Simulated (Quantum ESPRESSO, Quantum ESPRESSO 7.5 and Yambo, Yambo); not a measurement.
**A GW chain in Yambo: MgI2 (1T monolayer)**

Wanted: ground state, empty states, screening and self-energy for MgI2 (1T monolayer).

Program: Quantum ESPRESSO 7.5 and Yambo 5.3.0. Level of theory: PBE and many-body steps on it, plane waves. Results are calculated unless marked as measured.

**1. Set-up**

The cell holds 3 atoms: 1 Mg and 2 I. Cell: a = 4.208 Å, b = 4.208 Å, c = 16.000 Å, α = 90.0°, β = 90.0°, γ = 120.0°. Vacuum lies along c.

The structure was relaxed with PBE. The runs that relaxed it are not among those shown.

**2. Ground state**

This step: Quantum ESPRESSO 7.5; DFT, PBE with spin-orbit coupling, plane waves, norm-conserving pseudopotentials.

The ground-state density comes first.

Input file pw.in:

```
&control
  calculation = 'scf'
  prefix = 'x'
  outdir = 'o'
  pseudo_dir = 'pseudo'
/
&system
  ibrav = 0
  nat = 3
  ntyp = 2
  ecutwfc = 76.0
  nbnd = 54
  force_symmorphic = .true.
  noncolin = .true.
  lspinorb = .true.
/
&electrons
  conv_thr = 1e-10
  electron_maxstep = 80
  mixing_beta = 0.5
/
ATOMIC_SPECIES
  Mg 24.305 Mg.upf
  I 126.9 I.upf
CELL_PARAMETERS angstrom
  4.2075425951 0.0000000002 0.0000000000
  -2.1037712978 3.6438387748 0.0000000000
  0.0000000000 0.0000000000 16.0000000000
ATOMIC_POSITIONS crystal
  Mg 0.0000000000 0.0000000000 0.5000000000
  I 0.3333333333 0.6666666667 0.6046917629
  I 0.6666666667 0.3333333333 0.3953082371
K_POINTS automatic
  9 9 1 0 0 0
```

Command:

```console
$ OMP_NUM_THREADS=1 mpirun -n 4 pw.x -nk 4 -in pw.in > pw.out
```

Output:

```text
Program PWSCF v.7.5 starts

     This program is part of the open-source Quantum ESPRESSO suite
     for quantum simulation of materials; please cite
         "P. Giannozzi et al., J. Phys.:Condens. Matter 21 395502 (2009);
         "P. Giannozzi et al., J. Phys.:Condens. Matter 29 465901 (2017);
         "P. Giannozzi et al., J. Chem. Phys. 152 154105 (2020);
     in publications or presentations arising from this work. More details at
     Message from routine setup:
     using ibrav=0 with symmetry is DISCOURAGED, use correct ibrav instead

     G-vector sticks info

     bravais-lattice index     =            0
     lattice parameter (alat)  =       7.9511  a.u.
     unit-cell volume          =    1655.4050 (a.u.)^3
     number of atoms/cell      =            3
     number of atomic types    =            2
     number of electrons       =        44.00
     number of Kohn-Sham states=           54
     kinetic-energy cutoff     =      76.0000  Ry
     charge density cutoff     =     304.0000  Ry
     scf convergence threshold =      1.0E-10
     mixing beta               =       0.5000
     number of iterations used =            8  plain     mixing
     Exchange-correlation= PBE
                           (   1   4   3   4   0   0   0)
     Non magnetic calculation with spin-orbit

     celldm(1)=   7.951103  celldm(2)=   0.000000  celldm(3)=   0.000000
     celldm(4)=   0.000000  celldm(5)=   0.000000  celldm(6)=   0.000000

     crystal axes: (cart. coord. in units of alat)
               a(1) = (   1.000000   0.000000   0.000000 )
               a(2) = (  -0.500000   0.866025   0.000000 )
               a(3) = (   0.000000   0.000000   3.802695 )

     reciprocal axes: (cart. coord. in units 2 pi/alat)
               b(1) = (  1.000000  0.577350 -0.000000 )
               b(2) = ( -0.000000  1.154701  0.000000 )
               b(3) = (  0.000000 -0.000000  0.262971 )
     Pseudo is Norm-conserving, Zval = 10.0
     Generated using ONCVPSP code by D. R. Hamann
     Using radial grid of 1510 points,  6 beta functions with:
     Pseudo is Norm-conserving + core correction, Zval = 17.0
     Generated using ONCVPSP code by D. R. Hamann
     Using radial grid of 1210 points, 10 beta functions with:
     Mg               10.00    24.30500     Mg( 1.00)
     I                17.00   126.90000     I ( 1.00)

     12 Sym. Ops., with inversion, found

   Cartesian axes

     site n.     atom                  positions (alat units)
         1        Mg     tau(   1) = (   0.0000000   0.0000000   1.9013474  )
         2        I      tau(   2) = (  -0.0000000   0.5773503   2.2994582  )
         3        I      tau(   3) = (   0.5000000   0.2886751   1.5032365  )

     number of k points=    12
                       cart. coord. in units 2pi/alat
        k(    1) = (   0.0000000   0.0000000   0.0000000), wk =   0.0123457
        k(    2) = (  -0.0000000   0.1283001   0.0000000), wk =   0.0740741
        k(    3) = (  -0.0000000   0.2566001   0.0000000), wk =   0.0740741
        k(    4) = (  -0.0000000   0.3849002   0.0000000), wk =   0.0740741
        k(    5) = (  -0.0000000   0.5132002   0.0000000), wk =   0.0740741
        k(    6) = (   0.1111111   0.1924501   0.0000000), wk =   0.0740741
        k(    7) = (   0.1111111   0.3207501   0.0000000), wk =   0.1481481
        k(    8) = (   0.1111111   0.4490502   0.0000000), wk =   0.1481481
        k(    9) = (   0.1111111   0.5773503   0.0000000), wk =   0.0740741
        k(   10) = (   0.2222222   0.3849002   0.0000000), wk =   0.0740741
        k(   11) = (   0.2222222   0.5132002   0.0000000), wk =   0.1481481
        k(   12) = (   0.3333333   0.5773503   0.0000000), wk =   0.0246914

     Dense  grid:   148115 G-vectors     FFT dimensions: (  45,  45, 180)

     Initial potential from superposition of free atoms

     starting charge      43.9990, renormalised to      44.0000
     Starting wfcs are   46 randomized atomic wfcs +    8 random wfcs

     per-process dynamical memory:   278.0 Mb

     Self-consistent Calculation

     iteration #  1     ecut=    76.00 Ry     beta= 0.50

     Threshold (ethr) on eigenvalues was too large:
     Diagonalizing with lowered threshold

     total energy              =    -615.89465129 Ry
     estimated scf accuracy    <       0.04426495 Ry

     iteration #  2     ecut=    76.00 Ry     beta= 0.50

     total energy              =    -615.90010147 Ry
     estimated scf accuracy    <       0.00706496 Ry

     iteration #  3     ecut=    76.00 Ry     beta= 0.50

     total energy              =    -615.90127380 Ry
     estimated scf accuracy    <       0.00171252 Ry

     iteration #  4     ecut=    76.00 Ry     beta= 0.50

     total energy              =    -615.90152968 Ry
     estimated scf accuracy    <       0.00013555 Ry

     iteration #  5     ecut=    76.00 Ry     beta= 0.50

     total energy              =    -615.90154059 Ry
     estimated scf accuracy    <       0.00000829 Ry

     iteration #  6     ecut=    76.00 Ry     beta= 0.50

     total energy              =    -615.90154286 Ry
     estimated scf accuracy    <       0.00000130 Ry

     iteration #  7     ecut=    76.00 Ry     beta= 0.50

     total energy              =    -615.90154305 Ry
     estimated scf accuracy    <       0.00000006 Ry

     iteration #  8     ecut=    76.00 Ry     beta= 0.50

     total energy              =    -615.90154307 Ry
     estimated scf accuracy    <       0.00000002 Ry

     iteration #  9     ecut=    76.00 Ry     beta= 0.50

     total energy              =    -615.90154307 Ry
     estimated scf accuracy    <          2.0E-09 Ry

     iteration # 10     ecut=    76.00 Ry     beta= 0.50

     End of self-consistent calculation

          k = 0.0000 0.0000 0.0000 ( 18419 PWs)   bands (ev):

   -76.8872 -76.8872 -46.1407 -46.1407 -46.1407 -46.1407 -46.1261 -46.1261
   -46.1259 -46.1259 -44.4320 -44.4320 -44.4316 -44.4316 -44.4194 -44.4194
   -44.4194 -44.4194 -44.4125 -44.4125 -44.4125 -44.4125 -43.8214 -43.8214
   -43.5332 -43.5332 -43.5326 -43.5326 -13.3895 -13.3895 -12.8838 -12.8838
    -4.5926  -4.5926  -2.6748  -2.6748  -2.2810  -2.2810  -1.6662  -1.6662
    -1.6006  -1.6006  -1.3229  -1.3229   2.3026   2.3026   3.2342   3.2342
     4.3698   4.3698   4.5947   4.5947   5.0399   5.0399

          k =-0.0000 0.1283 0.0000 ( 18461 PWs)   bands (ev):

   -76.8872 -76.8872 -46.1407 -46.1407 -46.1407 -46.1407 -46.1261 -46.1261
   -46.1259 -46.1259 -44.4319 -44.4319 -44.4315 -44.4315 -44.4195 -44.4195
   -44.4194 -44.4194 -44.4125 -44.4125 -44.4124 -44.4124 -43.8215 -43.8215
   -43.5332 -43.5332 -43.5327 -43.5327 -13.3323 -13.3323 -12.8500 -12.8500
[...]
4.2939   4.2939   4.6186   4.6186   4.9775   4.9776

          k =-0.0000 0.2566 0.0000 ( 18499 PWs)   bands (ev):

[...]
-46.1259 -46.1259 -44.4317 -44.4317 -44.4315 -44.4315 -44.4196 -44.4196
   -44.4194 -44.4194 -44.4125 -44.4125 -44.4123 -44.4123 -43.8216 -43.8216
   -43.5332 -43.5332 -43.5329 -43.5329 -13.1771 -13.1771 -12.7650 -12.7650
    -4.4927  -4.4927  -3.5252  -3.5252  -2.8745  -2.8745  -2.3160  -2.3160
    -2.0918  -2.0918  -1.6216  -1.6216   2.9134   2.9134   3.8269   3.8269
     4.5705   4.5705   4.8263   4.8263   5.4465   5.4469

          k =-0.0000 0.3849 0.0000 ( 18507 PWs)   bands (ev):

     [... further k-points ...]

     highest occupied, lowest unoccupied level (ev):    -1.3229    2.0330

!    total energy              =    -615.90154307 Ry
     estimated scf accuracy    <          2.3E-11 Ry

     The total energy is the sum of the following terms:
     one-electron contribution =   -1324.39624642 Ry
     hartree contribution      =     653.06515026 Ry
     xc contribution           =    -138.31288842 Ry
     ewald contribution        =     193.74244151 Ry

     convergence has been achieved in  10 iterations

     XML data file, charge density, pseudopotentials, collected wavefunctions

=------------------------------------------------------------------------------=
   JOB DONE.
=------------------------------------------------------------------------------=
```

It took 2.4 min on 4 MPI ranks of Arm Neoverse V1, shared host; peak memory 2 GiB.

Numbers from this step:

```yaml
total_energy: -8379.7674 eV
gap: 3.356 eV
k_of_the_valence_top: 0, 0, 0
k_of_the_conduction_bottom: 0, 0.4444, 0
least_direct_gap: 3.625 eV
```

The gap is indirect, with the least direct gap 0.27 eV higher.

**3. Bands along the symmetry lines**

The cheap functional maps the bands first; the places of the edges decide which points the dearer methods must see.

Input file pw.in:

```
&control
  calculation = 'bands'
  prefix = 'x'
  outdir = 'o'
  pseudo_dir = 'pseudo'
/
&system
  ibrav = 0
  nat = 3
  ntyp = 2
  ecutwfc = 76.0
  nbnd = 56
  force_symmorphic = .true.
  noncolin = .true.
  lspinorb = .true.
/
&electrons
  conv_thr = 1e-9
  electron_maxstep = 80
  diago_full_acc = .true.
  diago_thr_init = 5e-6
/
ATOMIC_SPECIES
  Mg 24.305 Mg.upf
  I 126.9 I.upf
CELL_PARAMETERS angstrom
  4.2075425951 0.0000000002 0.0000000000
  -2.1037712978 3.6438387748 0.0000000000
  0.0000000000 0.0000000000 16.0000000000
ATOMIC_POSITIONS crystal
  Mg 0.0000000000 0.0000000000 0.5000000000
  I 0.3333333333 0.6666666667 0.6046917629
  I 0.6666666667 0.3333333333 0.3953082371
K_POINTS crystal
  25
  0.00000000 0.00000000 0.00000000 1
  0.06250000 0.00000000 0.00000000 1
  0.12500000 0.00000000 0.00000000 1
  0.18750000 0.00000000 0.00000000 1
  0.25000000 0.00000000 0.00000000 1
  0.31250000 0.00000000 0.00000000 1
  0.37500000 0.00000000 0.00000000 1
  0.43750000 0.00000000 0.00000000 1
  0.50000000 0.00000000 0.00000000 1
  0.47916667 0.04166667 0.00000000 1
  0.45833333 0.08333333 0.00000000 1
  0.43750000 0.12500000 0.00000000 1
  0.41666666 0.16666666 0.00000000 1
  0.39583333 0.20833333 0.00000000 1
  0.37500000 0.25000000 0.00000000 1
  0.35416666 0.29166666 0.00000000 1
  0.33333333 0.33333333 0.00000000 1
  0.29166666 0.29166666 0.00000000 1
  0.25000000 0.25000000 0.00000000 1
  0.20833333 0.20833333 0.00000000 1
  0.16666666 0.16666666 0.00000000 1
  0.12500000 0.12500000 0.00000000 1
  0.08333333 0.08333333 0.00000000 1
  0.04166667 0.04166667 0.00000000 1
  0.00000000 0.00000000 0.00000000 1
```

Output:

```text
[banner, memory and clock lines left out]
Program PWSCF v.7.5 starts

     Atomic positions and unit cell read from directory:
     o/x.save/

     Message from routine setup:
     using ibrav=0 with symmetry is DISCOURAGED, use correct ibrav instead

     G-vector sticks info

     bravais-lattice index     =            0
     lattice parameter (alat)  =       7.9511  a.u.
     unit-cell volume          =    1655.4050 (a.u.)^3
     number of atoms/cell      =            3
     number of atomic types    =            2
     number of electrons       =        44.00
     number of Kohn-Sham states=           56
     kinetic-energy cutoff     =      76.0000  Ry
     charge density cutoff     =     304.0000  Ry
     Exchange-correlation= PBE
                           (   1   4   3   4   0   0   0)
     Non magnetic calculation with spin-orbit

     celldm(1)=   7.951103  celldm(2)=   0.000000  celldm(3)=   0.000000
     celldm(4)=   0.000000  celldm(5)=   0.000000  celldm(6)=   0.000000

     crystal axes: (cart. coord. in units of alat)
               a(1) = (   1.000000   0.000000   0.000000 )
               a(2) = (  -0.500000   0.866025   0.000000 )
               a(3) = (   0.000000   0.000000   3.802695 )

     reciprocal axes: (cart. coord. in units 2 pi/alat)
               b(1) = (  1.000000  0.577350 -0.000000 )
               b(2) = ( -0.000000  1.154701  0.000000 )
               b(3) = (  0.000000 -0.000000  0.262971 )
     Pseudo is Norm-conserving, Zval = 10.0
     Generated using ONCVPSP code by D. R. Hamann
     Using radial grid of 1510 points,  6 beta functions with:
     Pseudo is Norm-conserving + core correction, Zval = 17.0
     Generated using ONCVPSP code by D. R. Hamann
     Using radial grid of 1210 points, 10 beta functions with:
     Mg               10.00    24.30500     Mg( 1.00)
     I                17.00   126.90000     I ( 1.00)

     12 Sym. Ops., with inversion, found

   Cartesian axes

     site n.     atom                  positions (alat units)
         1        Mg     tau(   1) = (   0.0000000   0.0000000   1.9013474  )
         2        I      tau(   2) = (  -0.0000000   0.5773503   2.2994582  )
         3        I      tau(   3) = (   0.5000000   0.2886751   1.5032365  )

     number of k points=    25
                       cart. coord. in units 2pi/alat
        k(    1) = (   0.0000000   0.0000000   0.0000000), wk =   0.0400000
        k(    2) = (   0.0625000   0.0360844   0.0000000), wk =   0.0400000
        k(    3) = (   0.1250000   0.0721688   0.0000000), wk =   0.0400000
[...]
[... 13 further rows ...]
        k(   24) = (   0.0416667   0.0721688   0.0000000), wk =   0.0400000
        k(   25) = (   0.0000000   0.0000000   0.0000000), wk =   0.0400000

     Dense  grid:   148115 G-vectors     FFT dimensions: (  45,  45, 180)

     The potential is recalculated from file :
     o/x.save/charge-density

     Starting wfcs are   46 randomized atomic wfcs +   10 random wfcs

     Band Structure Calculation

     End of band structure calculation

          k = 0.0000 0.0000 0.0000 ( 18419 PWs)   bands (ev):

   -76.8872 -76.8872 -46.1407 -46.1407 -46.1407 -46.1407 -46.1262 -46.1262
   -46.1260 -46.1260 -44.4320 -44.4320 -44.4316 -44.4316 -44.4195 -44.4195
   -44.4195 -44.4195 -44.4126 -44.4126 -44.4125 -44.4125 -43.8214 -43.8214
[...]
k = 0.0625 0.0361 0.0000 ( 18413 PWs)   bands (ev):

[...]
k = 0.1250 0.0722 0.0000 ( 18463 PWs)   bands (ev):

[...]
k = 0.0417 0.0722 0.0000 ( 18417 PWs)   bands (ev):

[...]
k = 0.0000 0.0000 0.0000 ( 18419 PWs)   bands (ev):

[...]
-1.6006  -1.6006  -1.3229  -1.3229   2.3026   2.3026   3.2342   3.2342
     4.3698   4.3698   4.5947   4.5947   5.0399   5.0399   5.0614   5.0614

     XML data file, pseudopotentials, collected wavefunctions
```

Run time: 1.7 min. Hardware: 4 MPI ranks; peak memory 1.2 GiB; 7 min of CPU time.

Numbers from this step:

```yaml
gap: 3.306 eV
k_of_the_valence_top: 0, 0, 0
k_of_the_conduction_bottom: 0.5, 0, 0
least_direct_gap: 3.625 eV
```

The gap is 3.306 eV, −0.050 eV from the run before at this level.

The electronic bands at the labelled points (eV, zero at the top of the highest filled band):

| point | band 41 | band 42 | band 43 | band 44 | band 45 | band 46 | band 47 | band 48 |
| --- | --- | --- | --- | --- | --- | --- | --- | --- |
| Γ | -0.28 | -0.28 | 0.00 | 0.00 | 3.63 | 3.63 | 4.56 | 4.56 |
| halfway | -0.83 | -0.83 | -0.33 | -0.33 | 4.13 | 4.13 | 5.18 | 5.18 |
| M | -1.21 | -1.21 | -0.53 | -0.53 | 3.31 | 3.31 | 5.15 | 5.15 |
| halfway | -1.12 | -1.12 | -0.74 | -0.74 | 3.83 | 3.83 | 5.91 | 5.91 |
| K | -1.05 | -1.05 | -0.89 | -0.89 | 4.09 | 4.09 | 6.14 | 6.14 |
| halfway | -0.93 | -0.93 | -0.50 | -0.50 | 4.38 | 4.38 | 5.72 | 5.72 |
| Γ | -0.28 | -0.28 | 0.00 | 0.00 | 3.63 | 3.63 | 4.56 | 4.56 |

**4. Empty states on the mesh, 6×6×1 mesh, 310 bands**

The sums over transitions need many empty states on a uniform mesh; this step solves for them.

Input file pw.in:

```
&control
  calculation = 'nscf'
  prefix = 'x'
  outdir = 'o'
  pseudo_dir = 'pseudo'
/
&system
  ibrav = 0
  nat = 3
  ntyp = 2
  ecutwfc = 76.0
  nbnd = 310
  force_symmorphic = .true.
  noncolin = .true.
  lspinorb = .true.
/
&electrons
  conv_thr = 1e-9
  electron_maxstep = 80
  diago_full_acc = .true.
  diago_thr_init = 5e-6
/
ATOMIC_SPECIES
  Mg 24.305 Mg.upf
  I 126.9 I.upf
CELL_PARAMETERS angstrom
  4.2075425951 0.0000000002 0.0000000000
  -2.1037712978 3.6438387748 0.0000000000
  0.0000000000 0.0000000000 16.0000000000
ATOMIC_POSITIONS crystal
  Mg 0.0000000000 0.0000000000 0.5000000000
  I 0.3333333333 0.6666666667 0.6046917629
  I 0.6666666667 0.3333333333 0.3953082371
K_POINTS automatic
  6 6 1 0 0 0
```

Output:

```text
[banner, memory and clock lines left out]
Program PWSCF v.7.5 starts

     Atomic positions and unit cell read from directory:
     o/x.save/

     Message from routine setup:
     using ibrav=0 with symmetry is DISCOURAGED, use correct ibrav instead

     G-vector sticks info

     bravais-lattice index     =            0
     lattice parameter (alat)  =       7.9511  a.u.
     unit-cell volume          =    1655.4050 (a.u.)^3
     number of atoms/cell      =            3
     number of atomic types    =            2
     number of electrons       =        44.00
     number of Kohn-Sham states=          310
     kinetic-energy cutoff     =      76.0000  Ry
     charge density cutoff     =     304.0000  Ry
     Exchange-correlation= PBE
                           (   1   4   3   4   0   0   0)
     Non magnetic calculation with spin-orbit

     celldm(1)=   7.951103  celldm(2)=   0.000000  celldm(3)=   0.000000
     celldm(4)=   0.000000  celldm(5)=   0.000000  celldm(6)=   0.000000

     crystal axes: (cart. coord. in units of alat)
               a(1) = (   1.000000   0.000000   0.000000 )
               a(2) = (  -0.500000   0.866025   0.000000 )
               a(3) = (   0.000000   0.000000   3.802695 )

     reciprocal axes: (cart. coord. in units 2 pi/alat)
               b(1) = (  1.000000  0.577350 -0.000000 )
               b(2) = ( -0.000000  1.154701  0.000000 )
               b(3) = (  0.000000 -0.000000  0.262971 )
     Pseudo is Norm-conserving, Zval = 10.0
     Generated using ONCVPSP code by D. R. Hamann
     Using radial grid of 1510 points,  6 beta functions with:
     Pseudo is Norm-conserving + core correction, Zval = 17.0
     Generated using ONCVPSP code by D. R. Hamann
     Using radial grid of 1210 points, 10 beta functions with:
     Mg               10.00    24.30500     Mg( 1.00)
     I                17.00   126.90000     I ( 1.00)

     12 Sym. Ops., with inversion, found

   Cartesian axes

     site n.     atom                  positions (alat units)
         1        Mg     tau(   1) = (   0.0000000   0.0000000   1.9013474  )
         2        I      tau(   2) = (  -0.0000000   0.5773503   2.2994582  )
         3        I      tau(   3) = (   0.5000000   0.2886751   1.5032365  )

     number of k points=     7
                       cart. coord. in units 2pi/alat
        k(    1) = (   0.0000000   0.0000000   0.0000000), wk =   0.0277778
        k(    2) = (  -0.0000000   0.1924501   0.0000000), wk =   0.1666667
        k(    3) = (  -0.0000000   0.3849002   0.0000000), wk =   0.1666667
        k(    4) = (   0.0000000  -0.5773503   0.0000000), wk =   0.0833333
        k(    5) = (   0.1666667   0.2886751   0.0000000), wk =   0.1666667
        k(    6) = (   0.1666667   0.4811252   0.0000000), wk =   0.3333333
        k(    7) = (   0.3333333   0.5773503   0.0000000), wk =   0.0555556

     Dense  grid:   148115 G-vectors     FFT dimensions: (  45,  45, 180)

     The potential is recalculated from file :
     o/x.save/charge-density

     Starting wfcs are   46 randomized atomic wfcs +  264 random wfcs

     Band Structure Calculation

     End of band structure calculation

          k = 0.0000 0.0000 0.0000 ( 18419 PWs)   bands (ev):

   -76.8872 -76.8872 -46.1407 -46.1407 -46.1407 -46.1407 -46.1262 -46.1262
   -46.1260 -46.1260 -44.4320 -44.4320 -44.4316 -44.4316 -44.4195 -44.4195
   -44.4195 -44.4195 -44.4126 -44.4126 -44.4125 -44.4125 -43.8214 -43.8214
[...]
[... 27 further rows ...]
[...]
38.7142  38.7142  38.7236  38.7236  38.9911  38.9912

          k =-0.0000 0.1925 0.0000 ( 18497 PWs)   bands (ev):

[...]
[... 27 further rows ...]
[...]
38.4060  38.4060  38.6798  38.6798  38.8597  38.8597

          k =-0.0000 0.3849 0.0000 ( 18507 PWs)   bands (ev):

[...]
9.8012   9.8012  10.3608  10.3608  10.4800  10.4800  10.7384  10.7384
     [... 27 further rows ...]
    37.3192  37.3192  37.4505  37.4505  37.7146  37.7146  37.8949  37.8949
    37.9538  37.9539  38.2143  38.2143  38.4020  38.4020

          k = 0.0000-0.5774 0.0000 ( 18536 PWs)   bands (ev):

     [... further k-points ...]

     highest occupied, lowest unoccupied level (ev):    -1.3229    1.9828

     XML data file, pseudopotentials, collected wavefunctions
```

Elapsed: 7.6 min, on 4 MPI ranks; peak memory 4.1 GiB; 30 min of CPU time.

Numbers from this step:

* gap: 3.306 eV
* k of the valence top: 0, 0, 0
* k of the conduction bottom: 0, -0.5, 0
* least direct gap: 3.625 eV
* k points computed: 7
* lowest point of the top converged band, above the valence top: 39.36 eV

On this mesh the gap is 3.306 eV.

(Part 1 of 2 ends here.)

[Paths, hosts, dates, memory and timing lines, banners, echoed tables and standing remarks are left out of the program output.]

[Logs are printed without paths, hosts, clocks, repeated set-up lines and the standing remarks that a program may print on its own settings, such as how far it seeks lower states.]

[Runs of the session that timed out or met a known fault of the program may be left out.]

[Hosts, paths, dates, database ids (printed as entryN), source tags and the programs' standing remarks are cut or masked in the printed files.]
